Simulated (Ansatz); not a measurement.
Runs of Ansatz 0.2.0 on I. It takes space group Cmce (No. 64, orthorhombic). Conventional cell: a = 7.270 Å, b = 4.790 Å, c = 9.793 Å, α = 90.00°, β = 90.00°, γ = 90.00°. I (site symmetry m) has 1 I at 2.68 Å as nearest neighbours. 

| task | level | spin | cell | k mesh | smearing | points for each segment of the path | gap on the mesh (eV) | pressure (GPa) | relaxed volume (Å³/atom) | largest force (eV/Å) |
| --- | --- | --- | --- | --- | --- | --- | --- | --- | --- | --- |
| relaxation of cell and atoms | PBE | off | relaxed | 7 × 7 × 3 | fermi-dirac 0.05 eV | - | 1.04 | 0.0 | 51.01 | - |
| relaxation of cell and atoms | LDA | off | relaxed | 7 × 7 × 3 | fermi-dirac 0.05 eV | - | 0.71 | 0.0 | 36.80 | 0.01 |
| band structure | PBEsol | off | as given | 7 × 7 × 3 | fermi-dirac 0.05 eV | 14 | 1.28 | 0.1 | - | 0.76 |
| band structure | LDA | off | as given | 7 × 7 × 3 | fermi-dirac 0.05 eV | 14 | 1.23 | -0.9 | - | 0.73 |
| band structure | PBEsol | SOC, no magnetisation | as given | 5 × 5 × 3 | fermi-dirac 0.05 eV | 14 | (c) | 0.4 | - | (b) |
| band structure | PBE | off | as given | 7 × 7 × 3 | fermi-dirac 0.05 eV | 14 | 1.33 | 1.8 | - | 0.86 |
| band structure | LDA | SOC, no magnetisation | as given | 5 × 5 × 3 | fermi-dirac 0.05 eV | 14 | 1.01 | -0.6 | - | 0.88 |
| relaxation of cell and atoms | PBEsol | off | relaxed | 7 × 7 × 3 | fermi-dirac 0.05 eV | - | 0.80 | 0.0 | 39.64 | - |
| single point | PBE | off | as given | 7 × 7 × 3 | gaussian 0.011 eV | - | 1.33 | 1.8 | - | 0.86 |
| band structure | PBE | SOC, no magnetisation | as given | 5 × 5 × 3 | fermi-dirac 0.05 eV | 14 | 1.11 | 2.1 | - | 1.00 |
| relaxation of cell and atoms | RPBE | off | relaxed | 7 × 7 × 3 | fermi-dirac 0.05 eV | - | 1.22 | 0.0 | 66.83 | - |
| band structure | RPBE | off | as given | 7 × 7 × 3 | fermi-dirac 0.05 eV | 14 | (a) | 3.2 | - | 0.85 |

Alike in all rows: potentials or basis Ansatz PAW; cutoff (eV) 420.

Q: Estimate the missing entries.

A: (a) 1.37; (b) 0.91; (c) 1.07.

Caveats: spin-orbit coupling is left out, which moves the levels of the heavy elements (some runs); the PAW data sets come from PBE, with cores solved anew for the run's functional, which leaves a small shift of forces and pressure (some runs); odd divisions of the mesh miss points on the zone boundary, where band edges often lie, so the gap on the mesh can be too wide (some runs); the plane-wave basis is chosen anew once the cell has moved, so the energies of steps on either side of that aren't comparable (some runs); the k mesh misses the band edges, so the gap on the mesh is wider than the one along the path (some runs); the volume moved by over 15 % at a fixed basis, so the end points are rough (some runs); the volume moved by +20 % from the deposited cell, more than functionals usually miss (some runs).

A k mesh can miss the band edges, and rows without SOC leave out spin-orbit coupling on I.
